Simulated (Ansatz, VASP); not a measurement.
# Two plane-wave programs on Be

Contents of INCAR:

```
SYSTEM = Be
  PREC = Accurate
  ENCUT = 520
  EDIFF = 1E-7
  ISMEAR = -1
  SIGMA = 0.1
  LREAL = .False.
  LASPH = .True.
  NELM = 60
  ALGO = Normal
  ISIF = 2
  LWAVE = .False.
  LCHARG = .False.
  GGA = PE
  NBANDS = 9
```

KPOINTS

```
regular mesh
0
Gamma
  6 6 3
  0 0 0
```

File POSCAR:

```
Be
1.0
    2.2656737714      0.0000000000      0.0000000000
   -1.1328368857      1.9621310427      0.0000000000
    0.0000000000      0.0000000000      3.5587036811
Be
2
Direct
    0.3333333333      0.6666666667      0.2500000000
    0.6666666667      0.3333333333      0.7500000000
```

Input for Ansatz:

```yaml
crystal:
  lattice:
    - [2.2656737714, 0.0, 0.0]
    - [-1.1328368857, 1.9621310427, 0.0]
    - [0.0, 0.0, 3.5587036811]
  atoms:
    - { symbol: Be, position: [0.3333333333, 0.6666666667, 0.25] }
    - { symbol: Be, position: [0.6666666667, 0.3333333333, 0.75] }
hamiltonian:
  xc: pbe
  pseudopotentials:
    kind: paw
    azcp:
      Be: "pseudopotentials/Be.paw.azcp"
basis:
  ecutwfc: 420
  fft_grid_basis: typed
kpoints:
  mp_grid: { grid: [6, 6, 3], shift: [0, 0, 0] }
magnetization:
  spin_polarized: false
scf:
  occupations: { method: fermi_dirac, width: 0.1 }
  lower_state_search: "off"
output:
  stress: true
```

Alike in both runs: task single point; functional PBE; k mesh 6 × 6 × 3; occupations fermi-dirac, width 0.1 eV; no spin polarisation.

```csv
,VASP,Ansatz
version,VASP 6.6.1,Ansatz 0.2.0
potentials or method,"VASP PAW PBE potentials, release 64 (Be)","plane waves (420 eV) with PAW, scalar-relativistic"
plane-wave cutoff (eV),520,420
valence electrons in the cell,4,4
```

|  | VASP | Ansatz | Ansatz less VASP |
| --- | --- | --- | --- |
| pressure (GPa) | 0.7 | 0.5 | -0.15 |
| largest component of the traceless stress (GPa) | 9.41 | 9.45 | +0.033 |

Caveats: the k mesh is coarse (spacing up to 0.59 Å⁻¹), so the values aren't converged.
